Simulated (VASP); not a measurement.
# Li (Im-3m) in VASP: further runs

Runs on Li. Level: PBE. Tasks: relaxation of cell and atoms.

All numbers are computed with VASP 6.6.1; they aren't measurements. Logs are shortened: lines on timing, memory, paths and dates and some standing lists are left out, and cuts for length are marked.

## Step 1: The structure

It takes space group Im-3m (No. 229, cubic). Conventional cell: a = 3.509 Å, b = 3.509 Å, c = 3.509 Å, α = 90.00°, β = 90.00°, γ = 90.00°. Li (site symmetry m-3m) is surrounded by 8 Li at 3.04 Å.

## Step 2: Relaxation of cell and atoms, PBE

The input, INCAR:

```
PREC = Accurate ; ENCUT = 520
EDIFF = 1E-6 ; ISMEAR = 0
SIGMA = 0.1 ; LREAL = False
LASPH = True ; NELM = 120
ALGO = Normal ; ISIF = 3
LWAVE = False ; LCHARG = False
GGA = PE ; IBRION = 2
NSW = 90 ; EDIFFG = -0.01
```

The input, KPOINTS:

```
Automatic mesh
0
Gamma
  17 17 17
```

The input, POSCAR:

```
Li
1.0
   -1.7546500000      1.7546500000      1.7546500000
    1.7546500000     -1.7546500000      1.7546500000
    1.7546500000      1.7546500000     -1.7546500000
Li
1
Direct
    0.0000000000      0.0000000000      0.0000000000
```

Potentials or basis: VASP PAW PBE potentials, release 64 (Li_sv).

Started as:

```bash
$ cat potpaw_PBE.64/Li_sv/POTCAR > POTCAR
$ mpirun -np 1 vasp_std > vasp.out
```

OUTCAR:

```text
PREC = Accurate
   ENCUT = 520
   EDIFF = 1E-6
   ISMEAR = 0
   LREAL = False
   LASPH = True
   NELM = 120
   ISIF = 3
   GGA = PE
   IBRION = 2
   NSW = 90
   EDIFFG = -0.01

 ion  position               nearest neighbor table
   1  0.000  0.000  0.000-

  LATTYP: Found a body centered cubic cell.
 ALAT       =     3.5093000000

  Lattice vectors:

 A1 = (  -1.7546500000,   1.7546500000,   1.7546500000)
 A2 = (   1.7546500000,  -1.7546500000,   1.7546500000)
 A3 = (   1.7546500000,   1.7546500000,  -1.7546500000)

Analysis of symmetry for initial positions (statically):
=====================================================================
 Subroutine PRICEL returns:
 Original cell was already a primitive cell.

 Routine SETGRP: Setting up the symmetry group for a
 body centered cubic supercell.

 Subroutine GETGRP returns: Found 48 space group operations
 (whereof 48 operations were pure point group operations)
 out of a pool of 48 trial point group operations.

The static configuration has the point symmetry O_h .

Analysis of symmetry for dynamics (positions and initial velocities):
=====================================================================
 Subroutine PRICEL returns:
 Original cell was already a primitive cell.

 Routine SETGRP: Setting up the symmetry group for a
 body centered cubic supercell.

 Subroutine GETGRP returns: Found 48 space group operations
 (whereof 48 operations were pure point group operations)
 out of a pool of 48 trial point group operations.

The dynamic configuration has the point symmetry O_h .

 Subroutine INISYM returns: Found 48 space group operations
 (whereof 48 operations are pure point group operations),
 and found     1 'primitive' translations

----------------------------------------------------------------------------------------

                                     Primitive cell

  volume of cell :      21.6088

  direct lattice vectors                    reciprocal lattice vectors
    -1.754650000  1.754650000  1.754650000     0.000000000  0.284957114  0.284957114
     1.754650000 -1.754650000  1.754650000     0.284957114  0.000000000  0.284957114
     1.754650000  1.754650000 -1.754650000     0.284957114  0.284957114  0.000000000

  length of vectors
     3.039142950  3.039142950  3.039142950     0.402990215  0.402990215  0.402990215

  position of ions in fractional coordinates (direct lattice)
     0.000000000  0.000000000  0.000000000

  ion indices of the primitive-cell ions
   primitive index   ion index
                 1           1

----------------------------------------------------------------------------------------

 KPOINTS: Automatic mesh

Automatic generation of k-mesh.
 Grid dimensions read from file:
 generate k-points for:   17   17   17

 Generating k-lattice:

  Cartesian coordinates                     Fractional coordinates (reciprocal lattice)
     0.000000000  0.016762183  0.016762183     0.058823529  0.000000000  0.000000000
     0.016762183  0.000000000  0.016762183     0.000000000  0.058823529  0.000000000
     0.016762183  0.016762183  0.000000000     0.000000000  0.000000000  0.058823529

  Length of vectors
     0.023705307  0.023705307  0.023705307

  Shift w.r.t. Gamma in fractional coordinates (k-lattice)
     0.000000000  0.000000000  0.000000000

 Subroutine IBZKPT returns following result:
 ===========================================

 Found    165 irreducible k-points:

 Following reciprocal coordinates:
            Coordinates               Weight
  0.000000  0.000000  0.000000      1.000000
  0.058824  0.000000  0.000000     12.000000
  0.117647  0.000000  0.000000     12.000000
  0.176471  0.000000  0.000000     12.000000
  0.235294  0.000000  0.000000     12.000000
  0.294118  0.000000  0.000000     12.000000
[... 16 lines left out ...]
  0.411765  0.117647  0.000000     48.000000
  0.176471  0.176471  0.000000     24.000000
 [... further k-points ...]
   k-points           NKPTS =    165   k-points in BZ     NKDIM =    165   number of bands    NBANDS=      5
   number of dos      NEDOS =    301   number of ions     NIONS =      1
   total plane-waves  NPLWV =  13824
   dimension x,y,z NGX =    24 NGY =   24 NGZ =   24
   dimension x,y,z NGXF=    48 NGYF=   48 NGZF=   48
   ions per type =               1
   NGX,Y,Z   is equivalent  to a cutoff of  13.13, 13.13, 13.13 a.u.
   NGXF,Y,Z  is equivalent  to a cutoff of  26.26, 26.26, 26.26 a.u.
 SYSTEM =  unknown system
   PREC   = accura    normal or accurate (medium, high low for compatibility)
   ISTART =      0    job   : 0-new  1-cont  2-samecut
   ICHARG =      2    charge: 1-file 2-atom 10-const
   ISPIN  =      1    spin polarized calculation?
   LNONCOLLINEAR =      F non collinear calculations
   LSORBIT =      F    spin-orbit coupling
   LASPH  =      T    aspherical Exc in radial PAW
   ENCUT  =  520.0 eV  38.22 Ry    6.18 a.u.   5.65  5.65  5.65*2*pi/ulx,y,z
   NELM   =    120;   NELMIN=  2; NELMDL= -5     # of ELM steps
   EDIFF  = 0.1E-05   stopping-criterion for ELM
   LREAL  =      F    real-space projection
   EDIFFG = -.1E-01   stopping-criterion for IOM
   NSW    =     90    number of steps for IOM
   IBRION =      2    ionic relax: 0-MD 1-quasi-New 2-CG
   NFREE  =      1    steps in history (QN), initial steepest desc. (CG)
   ISIF   =      3    stress and relaxation
   ISYM   =      2    0-nonsym 1-usesym 2-fastsym
   POTIM  = 0.5000    time-step for ionic-motion
   TEBEG  =    0.0;   TEEND  =   0.0 temperature during run
   PSTRESS=    0.0 pullay stress
   NELECT =       3.0000    total number of electrons
   NUPDOWN=      -1.0000    fix difference up-down
   EMIN   =  10.00;   EMAX   =-10.00  energy-range for DOS
   EFERMI =   0.00;   METHOD = LEGACY
   ISMEAR =     0;   SIGMA  =   0.10  broadening in eV -4-tet -1-fermi 0-gaus
   EFERMI_NEDOS =   21; number of points for ismear=-14 and -15
   IALGO  =     38    algorithm
   IMIX   =      4    mixing-type and parameters
     AMIX     =   0.40;   BMIX     =  1.00
     AMIX_MAG =   1.60;   BMIX_MAG =  1.00
  volume/ion in A,a.u.               =      21.61       145.82
  Fermi-wavevector in a.u.,A,eV,Ry     =   0.847692  1.601906  9.776898  0.718582
  Thomas-Fermi vector in A             =   1.963238
   LORBIT       =      0    0 simple, 1 ext, 2 COOP (PROOUT), +10 PAW based schemes
   GGA     = PE    functional components
   LHFCALC =     F    Hartree Fock is set to
   AEXX    =    0.0000 exact exchange contribution
   IVDW    =     0    specifies the selected vdW correction
   LEPSILON=     F    determine dielectric tensor
   LRPA    =     F    only Hartree local field effects (RPA)
 conjugate gradient relaxation of ions
 non-spin polarized calculation
 Gauss-broadening in eV      SIGMA  =   0.10
  energy-cutoff  :      520.00
  volume of cell :       21.61
 maximum number of plane-waves:       603
   NGX = 11   NGY = 11   NGZ = 11

--------------------------------------- Ionic step        1  -------------------------------------------

 number of electron       2.9999991 magnetization

 Free energy of the ion-electron system (eV)
  ---------------------------------------------------
  ext. energy  EPLUGINS =         0.00000000
  ---------------------------------------------------
  free energy    TOTEN  =        -1.90154999 eV

  energy without entropy =       -1.89863574  energy(sigma->0) =       -1.90009286

------------------------ aborting loop because EDIFF is reached ----------------------------------------

  FORCE on cell =-STRESS in cart. coord.  units (eV):
  Direction    XX          YY          ZZ          XY          YZ          ZX
  --------------------------------------------------------------------------------------
  -------------------------------------------------------------------------------------
  Total       -0.1155349     -0.1155349     -0.1155349     -0.0000000      0.0000000     -0.0000000
  in kB       -8.5662830     -8.5662830     -8.5662830     -0.0000000      0.0000000     -0.0000000
  external PRESSURE =      -8.5662830 kB  Pullay stress =       0.0000000 kB
[... 90 lines left out ...]
  energy  without entropy=       -1.9024982803  energy(sigma->0) =       -1.90392276

--------------------------------------- Ionic step        4  -------------------------------------------

 number of electron       3.0000001 magnetization

 Free energy of the ion-electron system (eV)
  ---------------------------------------------------
  ext. energy  EPLUGINS =         0.00000000
  ---------------------------------------------------
  free energy    TOTEN  =        -1.90541671 eV

  energy without entropy =       -1.90257715  energy(sigma->0) =       -1.90399693

 E-fermi :   0.6559     XC(G=0):  -7.0508

 val. band max:        0.6098770000   @ k =   0.1765   0.1765   0.1765
 cond. band min:       0.6615674832   @ k =   0.2353   0.1765   0.1176
 fundamental gap:      0.0516904832
 Fermi energy:         0.6558877817

 k-point     1 :       0.0000    0.0000    0.0000
  band No.  band energies     occupation
      1     -45.8905      2.00000
      2      -2.9315      2.00000
      3      15.2649      0.00000
      4      15.2649      0.00000
      5      15.2650      0.00000

 k-point     2 :       0.0588    0.0000    0.0000
  band No.  band energies     occupation
      1     -45.8897      2.00000
      2      -2.8660      2.00000
      3      14.8196      0.00000
      4      14.9259      0.00000
      5      15.1494      0.00000
[... 169 lines left out ...]
 k-point    24 :       0.1765    0.1765    0.0000
  band No.  band energies     occupation
      1     -45.8771      2.00000
      2      -1.1578      2.00000
      3       8.6545      0.00000
      4       9.9447      0.00000
      5      12.4102      0.00000

 [... further k-points ...]
[... 5 lines left out ...]
  --------------------------------------------------------------------------------------
  -------------------------------------------------------------------------------------
  Total       -0.0000589     -0.0000589     -0.0000589      0.0000000      0.0000000      0.0000000
  in kB       -0.0046690     -0.0046690     -0.0046690      0.0000000      0.0000000      0.0000000
  external PRESSURE =      -0.0046690 kB  Pullay stress =       0.0000000 kB
[... 16 lines left out ...]
  FREE ENERGIE OF THE ION-ELECTRON SYSTEM (eV)
  ---------------------------------------------------
  free  energy   TOTEN  =        -1.9054167055 eV

  energy  without entropy=       -1.9025771524  energy(sigma->0) =       -1.90399693

 reached required accuracy - stopping structural energy minimisation
```

Wall time 19 s (1 thread of Intel Xeon Platinum 8259CL at 2.50GHz (Skylake/Cascade Lake), shared host); peak memory 0.14 GiB.

The run converged, but some of its settings lie outside the range that counts as converged, so its numbers aren't taken as properties of the crystal.

Results:

| Property | Result |
| --- | --- |
| Free energy | -1.9054 eV |
| Relaxed volume | 20.22 Å³/atom |
| Relaxed cell | a = 2.972 Å, b = 2.972 Å, c = 2.972 Å, α = 109.47°, β = 109.47°, γ = 109.47° |
| Space group after relaxing (to 0.05 Å) | Im-3m (No. 229) |
| Energy gained by relaxing | 3.9 meV/atom |
| Ionic steps | 4 |
| Band gap on the k mesh | none (metal or under the smearing width) |

Caveat: the cutoff is under 1.25 times the usual one of these potentials, so pressure, stress and relaxed cells hold a basis-set (Pulay) error.

## Step 3: Relaxation of cell and atoms, PBE

This run uses another cell than the first one, of 20.22 Å³/atom, 0.936 times its volume.

The input, INCAR:

```
PREC = Accurate ; ENCUT = 520
EDIFF = 1E-7 ; ISMEAR = 0
SIGMA = 0.1 ; LREAL = False
LASPH = True ; NELM = 120
ALGO = Normal ; ISIF = 3
LWAVE = False ; LCHARG = False
GGA = PE ; IBRION = 2
NSW = 60 ; EDIFFG = -0.005
POTIM = 0.3
```

KPOINTS is that of step 2.

The input, POSCAR:

```
Li                                      
1.0
   -1.7161190506      1.7161190506      1.7161190506
    1.7161190506     -1.7161190506      1.7161190506
    1.7161190506      1.7161190506     -1.7161190506
  Li            
     1
Direct
     0.0000000000000000    0.0000000000000000    1.0000000000000000
```

Potentials or basis: VASP PAW PBE potentials, release 64 (Li_sv).

Started as:

```bash
$ cat potpaw_PBE.64/Li_sv/POTCAR > POTCAR
$ mpirun -np 1 vasp_std > vasp.out
```

It took 9.6 s on 1 thread of Intel Xeon Platinum 8259CL at 2.50GHz (Skylake/Cascade Lake), shared host; peak memory 0.13 GiB.

These settings aren't checked as converged: the numbers below hold their error.

Results:

* Free energy: -1.9047 eV
* Relaxed volume: 20.21 Å³/atom
* Relaxed cell: a = 2.972 Å, b = 2.972 Å, c = 2.972 Å, α = 109.47°, β = 109.47°, γ = 109.47°
* Space group after relaxing (to 0.05 Å): Im-3m (No. 229)
* Energy gained by relaxing: 0.0 meV/atom
* Ionic steps: 2
* Band gap on the k mesh: none (metal or under the smearing width)

Caveat: the cutoff is under 1.25 times the usual one of these potentials, so pressure, stress and relaxed cells hold a basis-set (Pulay) error.
